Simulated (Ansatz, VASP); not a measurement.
# One calculation of KBr, two programs

Contents of INCAR:

```
PREC = Accurate
ENCUT = 520
EDIFF = 1E-6
ISMEAR = 0
SIGMA = 0.05
LREAL = F
LASPH = T
NELM = 100
ALGO = Normal
ISIF = 2
LWAVE = F
LCHARG = T
GGA = PE
LELF = T
LVHAR = T
NBANDS = 15
```

KPOINTS

```
Automatic mesh
0
Gamma
  6 6 6
```

The input POSCAR:

```
KBr
1.0
    4.1548850835     -0.6392130898     -0.6392130898
   -0.6392130898      4.1548850835     -0.6392130898
   -0.6392130898     -0.6392130898      4.1548850835
K Br
1 1
Direct
    0.0000000000      0.0000000000      0.0000000000
    0.5000000000      0.5000000000      0.5000000000
```

Input for Ansatz:

```yaml
crystal:
  lattice:
    - [4.1548850835, -0.6392130898, -0.6392130898]
    - [-0.6392130898, 4.1548850835, -0.6392130898]
    - [-0.6392130898, -0.6392130898, 4.1548850835]
  atoms:
    - { symbol: K, position: [0.0, 0.0, 0.0] }
    - { symbol: Br, position: [0.5, 0.5, 0.5] }
basis:
  ecutwfc: 420
kpoints:
  mp_grid: { grid: [6, 6, 6] }
hamiltonian:
  xc: pbe
scf:
  occupations: { method: gaussian, width: 0.05 }
output:
  forces: true
  stress: true
  eigenvalues: true
```

Alike in both runs: task single point; functional PBE; k mesh 6 × 6 × 6; occupations gaussian, width 0.05 eV; no spin polarisation.

```csv
,VASP,Ansatz
version,VASP 6.6.1,Ansatz 0.2.0
potentials or method,"VASP PAW PBE potentials, release 64 (K_sv, Br)","scalar-relativistic, plane waves, PAW"
plane-wave cutoff (eV),520,420
valence electrons in the cell,16,16
```

|  | VASP | Ansatz | Ansatz less VASP |
| --- | --- | --- | --- |
| gap on the k mesh at the Fermi level (eV) | 2.72 | 2.73 | +0.006 |
| least direct gap on the mesh (eV) | 2.72 | 2.73 | +0.006 |
| pressure (GPa) | 15.3 | 15.1 | -0.26 |
| largest component of the traceless stress (GPa) | 15.91 | 15.65 | -0.261 |

Caveats: so large a pressure means that the cell lies far from this level's equilibrium, or that cutoff or potentials fall short (VASP). A k mesh can miss the band edges. Expect the measured gap to be larger: semilocal functionals such as PBE lack the derivative discontinuity.
